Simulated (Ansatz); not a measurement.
# InP: the cost of one run

Computed with Ansatz 0.2.0 (DFT PBE, scalar-relativistic, plane waves, PAW, unless a step's input says otherwise).

The COD entry's cell or inner coordinates are ideal or old and differ from later refinements, so a difference from it is no clean test against experiment.

7 further runs of the same task are left out: 2 that didn't finish, 5 set aside as unsound or not needed.

### 1 The starting structure

The structure is cubic, space group F-43m (No. 216). Conventional cell: a = 5.960 Å, b = 5.960 Å, c = 5.960 Å, α = 90.00°, β = 90.00°, γ = 90.00°. In (site symmetry -43m) has 4 P at 2.58 Å in its first shell of neighbours. Around P (site symmetry -43m) lie 4 In at 2.58 Å.

As a file:

```cif
data_structure
_symmetry_space_group_name_H-M 'P 1'
_symmetry_Int_Tables_number 1
_cell_length_a 8.4288
_cell_length_b 8.4288
_cell_length_c 8.4288
_cell_angle_alpha 60.000
_cell_angle_beta 60.000
_cell_angle_gamma 60.000
_cell_volume 423.43
loop_
_atom_site_label
_atom_site_type_symbol
_atom_site_fract_x
_atom_site_fract_y
_atom_site_fract_z
_atom_site_occupancy
In1 In 0.50000 0.50000 0.50000 1
In2 In 0.00000 0.50000 0.50000 1
In3 In 0.50000 0.00000 0.50000 1
In4 In 0.00000 0.00000 0.50000 1
In5 In 0.50000 0.50000 0.00000 1
In6 In 0.00000 0.50000 0.00000 1
In7 In 0.50000 0.00000 0.00000 1
In8 In 0.00000 0.00000 0.00000 1
P1 P 0.12500 0.12500 0.12500 1
P2 P 0.62500 0.12500 0.12500 1
P3 P 0.12500 0.62500 0.12500 1
P4 P 0.62500 0.62500 0.12500 1
P5 P 0.12500 0.12500 0.62500 1
P6 P 0.62500 0.12500 0.62500 1
P7 P 0.12500 0.62500 0.62500 1
P8 P 0.62500 0.62500 0.62500 1
```

It is built from the cell relaxed beforehand with the same method (26.46 Å³/atom).

### 2 The reference: the undisturbed cell on the scan's mesh

The input, input.yaml:

```yaml
crystal:
  lattice:
    - [-5.9600684068, -5.9600684068, 0.0]
    - [-5.9600684068, 0.0, -5.9600684068]
    - [0.0, -5.9600684068, -5.9600684068]
  atoms:
    - { symbol: In, position: [0.5, 0.5, 0.5] }
    - { symbol: In, position: [0.0, 0.5, 0.5] }
    - { symbol: In, position: [0.5, 0.0, 0.5] }
    - { symbol: In, position: [0.0, 0.0, 0.5] }
    - { symbol: In, position: [0.5, 0.5, 0.0] }
    - { symbol: In, position: [0.0, 0.5, 0.0] }
    - { symbol: In, position: [0.5, 0.0, 0.0] }
    - { symbol: In, position: [0.0, 0.0, 0.0] }
    - { symbol: P, position: [0.125, 0.125, 0.125] }
    - { symbol: P, position: [0.625, 0.125, 0.125] }
    - { symbol: P, position: [0.125, 0.625, 0.125] }
    - { symbol: P, position: [0.625, 0.625, 0.125] }
    - { symbol: P, position: [0.125, 0.125, 0.625] }
    - { symbol: P, position: [0.625, 0.125, 0.625] }
    - { symbol: P, position: [0.125, 0.625, 0.625] }
    - { symbol: P, position: [0.625, 0.625, 0.625] }
basis:
  ecutwfc: 420
kpoints:
  mp_grid: { grid: [4, 4, 4] }
hamiltonian:
  xc: pbe
scf:
  occupations: { method: gaussian, width: 0.05 }
output:
  forces: true
  stress: true
  eigenvalues: true
```

The run is started by

```sh
$ ansatz run input.yaml --threads 2 --pin off --max-ram 5120MiB --backend cpu --events-out ev --progress --plain --runs-dir out
```

What time and memory should one allow on 2 threads of AMD EPYC 7R43 (Zen 3), shared host?

About 8.6 s, with a peak of 0.9 GiB.
